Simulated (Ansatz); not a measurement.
The system is TiO2 (Anatase).

```
CELL_PARAMETERS angstrom
-1.89210 1.89210 4.75730
1.89210 -1.89210 4.75730
1.89210 1.89210 -4.75730
ATOMIC_POSITIONS crystal
Ti 0.75000 0.25000 0.50000
Ti 0.00000 0.00000 0.00000
O 0.79190 0.79190 0.00000
O 0.54190 0.04190 0.50000
O 0.95810 0.45810 0.50000
O 0.20810 0.20810 0.00000
```

* Program: Ansatz 0.2.0
* Task: relaxation of cell and atoms
* Functional: PBE
* Potentials or basis: Ansatz PAW
* Cutoff: 420 eV (not typed: the program's choice for these potentials)
* k mesh: 10 × 10 × 10
* Occupations: fermi-dirac, width 0.05 eV
* Spin: no spin polarisation

At the start: volume 11.35 Å³/atom.

Problem. Where does the relaxation end?

Solution. It ends after 7 steps and the volume is 11.66 Å³/atom (+2.7 %); space group I4_1/amd (No. 141, to 0.05 Å).

The path:
| step | energy change (eV) | largest force (eV/Å) | volume (Å³) |
| --- | --- | --- | --- |
| 1 | 0.0000 | 0.1020 | 68.13 |
| 2 | -0.0193 | 0.0324 | 69.32 |
| 3 | -0.0200 | 0.0059 | 69.85 |
| 4 | -0.0202 | 0.0028 | 69.88 |
| 5 | -0.0290 | 0.0025 | 69.88 |
| 6 | -0.0287 | 0.0005 | 69.98 |
| 7 | -0.0291 | 0.0005 | 69.98 |

Final structure:
```
Ti O
1.0
    -1.89961    1.89961    4.84851
     1.89961   -1.89961    4.84851
     1.89961    1.89961   -4.84851
Ti O
2 4
Cartesian
  0.0000 1.8996 2.4243
  0.0000 0.0000 0.0000
  0.0000 0.0000 7.6946
  0.0000 1.8996 0.4219
  0.0000 1.8996 4.4266
  0.0000 0.0000 2.0024
```

Caveat: the plane-wave basis is chosen anew once the cell has moved, so the energies of steps on either side of that aren't comparable; the pressure holds a Pulay correction of +0.7 GPa for the finite cutoff.
